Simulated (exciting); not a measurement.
**Nb: equation of state with PBE**

**The experiment to reproduce.**

“Pressure effects on the electronic structure and superconductivity of (TaNb)0.67(HfZrTi)0.33 high entropy alloy”, 2019, arxiv:1910.08312 quotes, for a bulk crystal of Nb: bulk modulus 169 GPa.

The system is Nb.

```xyz
1
Lattice="-1.6640 1.6640 1.6640 1.6640 -1.6640 1.6640 1.6640 1.6640 -1.6640" Properties=species:S:1:pos:R:3 pbc="T T T"
Nb    0.0000    0.0000    0.0000
```

```yaml
Program: exciting (release sodium)
Task: equation of state
Functional: PBE
Potentials_or_basis: all-electron LAPW+lo, shipped species files, valence relativity iora*
rgkmax: 9
k_mesh: 11 × 11 × 11
Occupations: fermi-dirac, width 0.05 eV
Spin: no spin polarisation
```

* Equilibrium volume: 18.22 Å³/atom
* Bulk modulus: 172 GPa
* Pressure derivative of the bulk modulus: 3.2

Energy against volume, from the lowest point:
| volume (Å³/atom) | energy (meV/atom) |
| --- | --- |
| 17.322 | 24.69 |
| 17.691 | 7.76 |
| 18.060 | 0.00 |
| 18.428 | 0.43 |
| 18.797 | 8.52 |
| 19.165 | 23.72 |
| 19.534 | 45.23 |

Measured bulk modulus of Nb: 169 GPa (quoted in “Pressure effects on the electronic structure and superconductivity of (TaNb)0.67(HfZrTi)0.33 high entropy alloy”, 2019, arxiv:1910.08312). This calculation gives 172 GPa (+1.8 %). The fit is for a static lattice scaled at fixed shape and fixed fractional positions.
